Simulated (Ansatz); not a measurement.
The cell is COD entry 9008802, as deposited and not checked against the literature; nothing was relaxed.

AlNi: DFT, PBE, PAW with Ansatz's default frozen-core files, scalar-relativistic (Ansatz 0.2.0).

Command: `ansatz run input.yaml --threads 1 --pin off --max-ram 3072MiB --backend cpu --events-out ev --progress --plain --runs-dir out` The run took 19 s on 1 thread of Intel(R) Xeon(R) Platinum 8488C (Sapphire Rapids) (shared host), peak memory 0.45 GiB.

```yaml
crystal:
  lattice:
    - [2.881, 0.0, 0.0]
    - [0.0, 2.881, 0.0]
    - [0.0, 0.0, 2.881]
  atoms:
    - { symbol: Al, position: [0.0, 0.0, 0.0] }
    - { symbol: Ni, position: [0.5, 0.5, 0.5], spin: 1.5 }
magnetization:
  spin_polarized: true
kpoints:
  mp_grid: { grid: [13, 13, 13] }
  band_path:
    path:
      - [0.0, 0.0, 0.0]
      - [0.0, 0.5, 0.0]
      - [0.5, 0.5, 0.0]
      - [0.0, 0.0, 0.0]
      - [0.5, 0.5, 0.5]
      - [0.0, 0.5, 0.0]
      - [0.5, 0.5, 0.5]
      - [0.5, 0.5, 0.0]
    npoints: 14
scf:
  occupations: { method: fermi_dirac, width: 0.05 }
hamiltonian:
  xc: pbe
  pseudopotentials: { kind: paw }
output:
  forces: true
  stress: true
  eigenvalues: true
  efg: { contact_densities: true }
  populations: true
  bader: true
  dos: { projected: true, de: 0.2, e_range: [-14, 8] }
  write_density: true
  write_potential: true
  elf: true
  volumetric_format: npy
```

Output:

```
Engine: ansatz 0.2.0
Pseudopotentials: kind: paw
Pseudopotential: Al, paw, valence charge 3, recommended cutoff 420 eV (normal)
Pseudopotential: Ni, paw, valence charge 18, recommended cutoff 420 eV (normal)
Functional definition: PBE
  parameter kappa = 0.804
  parameter beta = 0.06672455060314922
  exchange = pbe_x(kappa = kappa, mu = beta*pi^2/3)
  correlation = pbe_c(beta = beta)
Crystal: 2 atoms, lattice volume = 23.913 Å³
Basis set: ecut = 420 eV, 461 PW (Γ), exchange–correlation on 40×40×40 points (8 copies of the dense FFT grid, shifted against one another)
Bands: 16, of which v1, the nominal top of the filled ones, is band 11 counted from 1 (10 counted from 0)
Symmetry: 48 space group operations
Space group: Pm-3m (ITA 221), of the structure as read, at distance tolerance 2.9e-5 Å
Magnetic group: BNS 221.92 (UNI 1594), of the structure as read, at distance tolerance 2.9e-5 Å
k-points: 84 of 2197
Non-local potential: Al, projectors of the file, l = 0: 2, l = 1: 2, l = 2: 1
Non-local potential: Ni, projectors of the file, l = 0: 3, l = 1: 2, l = 2: 3, l = 3: 1
PAW form: soft (Blöchl's): semilocal exchange-correlation on the pseudo side does not see the compensation charge
PAW one-centre angular grid: Al, 110 points (default); XC on 64 Gauss nodes
PAW one-centre angular grid: Ni, 590 points (default); XC on 64 Gauss nodes
Initial density: superposition of atomic densities (chi_scale 0.1, normalization cell)
Starting moments: Σ|m| = 1.5 μB on 1 of 2 sites
Initial wavefunctions: pseudopotential atomic-orbital guess
Functional: x = pbe(κ = 0.804, μ = 0.2195149727645171), c = pbe(β = 0.06672455060314922)
iter 1 solved again at ethr=2.82e-3 eV; its pass at ethr=3.10e-3 eV (dr2=5.92e-1 eV) is discarded
SCF iter   1: F=—  HF=-6377.414400 eV  |F-HF|=—  |Δ(HF+E_count)|=         —  Δρ=1.37e-1 (↑1.37e-1 ↓8.69e-2)  dr2=5.92e-1  dr2_m=2.68e0  M=0.280 μB ∫|m|=0.352 μB  β_m=0.30  ethr=2.82e-3  ⟨swp⟩=1.0  Hψ=15867  notcnv=0
Mixer restart at iter 1: flushing history
preconditioner: auto → none  [metal: Δε(μ)=0.018 eV  Ē_g=10.312 eV  σ=0.050 eV  W_gap=0.09  n_scr=6 (ndim 8)  ℏωp=27.4 eV  f_vac=0.000  D(μ)=1.58/eV (n_scr^D=18)  sad-step TF]
SCF iter   2: F=—  HF=-6377.302548 eV  |F-HF|=—  |Δ(HF+E_count)|=   1.12e-1  Δρ=1.14e-1 (↑7.56e-2 ↓1.14e-1)  dr2=4.51e-1  dr2_m=1.94e0  M=0.135 μB ∫|m|=0.189 μB  β_m=0.65  ethr=2.82e-3  ⟨swp⟩=2.4  Hψ=4388  notcnv=0
SCF iter   3: F=—  HF=-6378.468221 eV  |F-HF|=—  |Δ(HF+E_count)|=    1.17e0  Δρ=6.89e-2 (↑6.89e-2 ↓2.03e-2)  dr2=3.74e-1  dr2_m=4.22e-1  M=0.057 μB ∫|m|=0.097 μB  β_m=0.79  ethr=2.15e-3  ⟨swp⟩=3.4  Hψ=6707  notcnv=0  defer=166
SCF iter   4: F=—  HF=-6378.548507 eV  |F-HF|=—  |Δ(HF+E_count)|=   8.03e-2  Δρ=1.94e-2 (↑1.94e-2 ↓3.79e-3)  dr2=4.45e-2  dr2_m=2.67e-2  M=-0.009 μB ∫|m|=0.011 μB  β_m=0.77  ethr=1.78e-3  ⟨swp⟩=2.5  Hψ=5107  notcnv=0  defer=170
SCF iter   5: F=—  HF=-6378.537068 eV  |F-HF|=—  |Δ(HF+E_count)|=   1.14e-2  Δρ=5.89e-3 (↑5.22e-3 ↓5.89e-3)  dr2=1.98e-2  dr2_m=2.78e-5  M=0.000 μB ∫|m|=0.003 μB  β_m=0.89  ethr=2.12e-4  ⟨swp⟩=1.5  Hψ=2937  notcnv=0  defer=172
SCF iter   6: F=—  HF=-6378.535389 eV  |F-HF|=—  |Δ(HF+E_count)|=   1.68e-3  Δρ=1.92e-3 (↑7.80e-4 ↓1.92e-3)  dr2=2.26e-4  dr2_m=3.95e-4  M=0.001 μB ∫|m|=0.003 μB  β_m=0.87  ethr=9.41e-5  ⟨swp⟩=2.5  Hψ=4051  notcnv=0  defer=174
SCF iter   7: F=—  HF=-6378.535412 eV  |F-HF|=—  |Δ(HF+E_count)|=   2.33e-5  Δρ=5.57e-4 (↑2.12e-4 ↓5.57e-4)  dr2=2.18e-5  dr2_m=3.21e-5  M=0.000 μB ∫|m|=0.001 μB  β_m=0.94  ethr=1.08e-6  ⟨swp⟩=1.9  Hψ=3422  notcnv=0  defer=174
SCF iter   8: F=—  HF=-6378.535444 eV  |F-HF|=—  |Δ(HF+E_count)|=   3.16e-5  Δρ=3.29e-5 (↑3.29e-5 ↓1.44e-5)  dr2=7.22e-8  dr2_m=1.20e-7  M=0.000 μB ∫|m|=0.000 μB  β_m=0.94  ethr=1.04e-7  ⟨swp⟩=2.2  Hψ=3620  notcnv=0  defer=174
SCF iter   9: F=—  HF=-6378.535444 eV  |F-HF|=—  |Δ(HF+E_count)|=   1.13e-8  Δρ=2.67e-6 (↑1.36e-6 ↓2.67e-6)  dr2=7.02e-10  dr2_m=8.23e-10  M=0.000 μB ∫|m|=0.000 μB  β_m=0.94  ethr=3.44e-10  ⟨swp⟩=2.2  Hψ=4003  notcnv=0  defer=174
SCF iter  10: F=—  HF=-6378.535444 eV  |F-HF|=—  |Δ(HF+E_count)|=  1.07e-10  Δρ=1.19e-6 (↑1.19e-6 ↓1.08e-6)  dr2=9.38e-10  dr2_m=5.21e-12  M=-0.000 μB ∫|m|=0.000 μB  β_m=0.93  ethr=3.34e-12  ⟨swp⟩=2.0  Hψ=3878  notcnv=0  defer=174
SCF iter  11: F=-6378.535444 eV  HF=-6378.535444 eV  |F-HF|=4.17e-10  |Δ(HF+E_count)|=  2.28e-10  Δρ=8.35e-7 (↑8.35e-7 ↓7.88e-7)  dr2=4.61e-10  dr2_m=3.83e-13  M=0.000 μB ∫|m|=0.000 μB  ethr=3.34e-12  ⟨swp⟩=8.9  Hψ=14076  notcnv=0
SCF 1 converged in 11 iterations: F = -6378.535444 eV  dr2 = 4.61e-10
  greatest PAW one-centre occupation: 1.001 electrons in one spin orbital (limit 2), on the Ni atom at site 1 (counted from 0), in its partial waves of l = 1
WARN: the starting moments were not kept: the SCF closed with an absolute magnetisation of 6.8e-7 μB, where they sum to 1.5 μB in size (1 site). That is at most 0.1 of that sum. Measured as dr2_m measures the in/out step, that magnetisation stands 3.1e-13 eV from none, at or under the dr2_threshold of 1.0e-7 eV: it is no larger than a step whose dr2_m would equal this threshold. The system may hold no moment; this SCF shows only that its start led to no more than that. To try another start: raise the starting moments (crystal.atoms[].spin, magnetization.per_species, magnetization.initial_magnetization, or on a non-collinear deck that types none of these the spinor_matrix: blocks that start its atoms; where the total moment is fixed, keep their sum and leave initial_magnetization as it is; typed ones take the place of any that the run laid by itself, positive ones on a crystal's lanthanoids without a Hubbard term where scf.initial_density.shell_occupations: [] is typed) or, if the notice of its spin-set hold's release reads "site moments contracting" or "site moments show no strong build", lengthen the hold (scf.mixing.spin_hold: { on: { confirm: 4 } }; for m-r²SCAN on two components see the key's manual first). Each may lead to a state that holds a moment. A second SCF, from the converged charge density, with the starting moments and any scf.initial_density.shell_occupations laid on it anew, would have followed, and was not run: the deck does not ask for one (magnetization.retry_lost_moments is false, the default). To let it run, set magnetization.retry_lost_moments: true and run the deck again, where that key's refused combinations let it; where memory then withholds it, that run's warning says so.
NSCF: frozen V_eff on 99 k-points
SCF converged after 11 iterations
Magnetization: 0.0000 μB (10.5000 up, 10.5000 down)
Absolute magnetization: 0.0000 μB (∫|ρ↑−ρ↓|, with the PAW one-centre terms)
Spin contamination: 0.0000 ħ² per cell (⟨S²⟩ above its minimum at these occupations)
Per-site moments (μB) at R_I (Å): [(6.535672700011854e-8, 1.0291954151749743), (1.644341542529399e-7, 1.0291954151749743)]
Free energy (F): -6378.535444 eV
Harris-Foulkes:  -6378.535444 eV  (|F-HF|=4.17e-10)
Internal energy: -6378.530583 eV  (E = F + TS)
E sigma→0 (E₀):  -6378.533013 eV
Entropy (-TS):   -0.004861 eV (-2.430 meV/atom)
Fermi energy:    13.969182 eV
--- Per-component energies (eV) ---
  E_band       = -336.242517
  E_kinetic    = 311.044400
  E_local      = -4446.664081  (includes V_loc(G=0)·N_el)
  E_nonlocal   = 647.661952
  E_hartree    = 1913.647507
  E_xc         = -126.293518
  E_vxc        = -140.650069  (∫ρ·V_xc dr)
  E_paw        = -2100.312954  (= ΣΔE_a)
  E_vpaw       = -534.932112  (= ΣTr[D̂ρ^β])
  E_aug_tail   = 0.000487  (compensation charges beyond the density's cutoff)
  E_ewald      = -2577.614375
  E_smearing   = -0.004861  (= −TS)
  E_closure    = 0.000000  (closes the sum)
  Σ components = -6378.535444   (vs F -6378.535444, Δ=0.00e0)
--- Forces (eV/Å), atoms counted from 1 ---
  atom   1  Al    -0.00000000    -0.00000000    -0.00000000
  atom   2  Ni     0.00000000     0.00000000     0.00000000
  max |Σ_I F_I| component: 2.42e-29 eV/Å
--- Stress (GPa, compression-positive) ---
        1.963321       0.000000       0.000000
        0.000000       1.963321       0.000000
        0.000000       0.000000       1.963321
  P = ⅓ Tr σ = 1.9633 GPa (19.633 kbar)
--- PAW observables at the nuclei: V_zz in 10²¹ V/m², potentials from the cell's mean, atoms counted from 1 ---
  atom   1  Al V_zz =    -0.000000   η = 0.0000   by run symmetry: forbidden
            electrostatic potential = -1235.610990 V   contact ρ = 10082.966564 e/Å³   contact ρ_s (e/Å³): all electrons +0.000002, valence +0.000002
  atom   2  Ni V_zz =    +0.000000   η = 0.0000   by run symmetry: forbidden
            electrostatic potential = -3572.828208 V   contact ρ = 130403.887883 e/Å³   contact ρ_s (e/Å³): all electrons -0.000004, valence -0.000003
--- Band table (eV; the first three rows and the last of 168) ---
  k-point 0 ↑: bands = ["-89.3247", "-49.7265", "-49.7265", "-49.7265", "2.8221", "10.7510", "10.7510", "12.4549", "12.4549", "12.4549", "19.4640", "19.4640", "19.4640", "22.0704", "22.0704", "27.6935"]
  k-point 1 ↑: bands = ["-89.3246", "-49.7278", "-49.7264", "-49.7264", "2.9311", "10.7420", "10.7768", "12.4072", "12.4072", "12.4600", "18.3698", "19.6080", "19.6080", "22.0760", "23.0496", "28.0798"]
  k-point 2 ↑: bands = ["-89.3244", "-49.7314", "-49.7261", "-49.7261", "3.2563", "10.6817", "10.8494", "12.2806", "12.2806", "12.4741", "16.6509", "20.0243", "20.0243", "22.0924", "24.3713", "29.3105"]
  k-point 83 ↓: bands = ["-89.3206", "-49.7450", "-49.7450", "-49.7450", "9.8001", "9.9131", "9.9131", "12.9462", "12.9462", "15.2419", "15.9311", "15.9311", "17.5642", "18.6359", "18.6359", "19.2305"]
--- Löwdin populations: 2 sites ---
  site symbol       q [e]    m [muB]
     0     Al      3.2966     0.0000
     1     Ni     17.5210     0.0000
  spilling = 0.008681 (of n_electrons = 21.000000)
--- Bader charges: 2 sites ---
  site symbol  charge [e]  shift [e]    m [muB]
     0     Al      1.7065     0.0001     0.0000
     1     Ni     -1.7065     0.0001     0.0000
  estimated error of the sums over rays = 3.4e-4 e
```

populations.tsv:

```
# site	symbol	l	j	q_up	q_dn
# orbitals = lowdin
# n_electrons = 21.000000
# spilling = 0.008681
0	Al	0_3S	-	0.447025	0.447025
0	Al	1_3P	-	1.201298	1.201298
1	Ni	0_3S	-	0.990431	0.990431
1	Ni	0_4S	-	0.261549	0.261549
1	Ni	1_3P	-	2.996413	2.996413
1	Ni	2_3D	-	4.512130	4.512130
```

bader_charges.tsv:

```
# site	symbol	x_ang	y_ang	z_ang	partial_charge_e	electrons	volume_ang3	relative_density_drop	shared_charge_e	partial_wave_shift_e	spin_moment_mub
# quadrature_error_electrons = 3.4e-4
0	Al	0.0000	0.0000	0.0000	1.70653	11.29347	6.48	-	1.70653	0.00013	0.00000
1	Ni	1.4405	1.4405	1.4405	-1.70653	29.70653	17.44	-	-1.70653	0.00013	0.00000
```
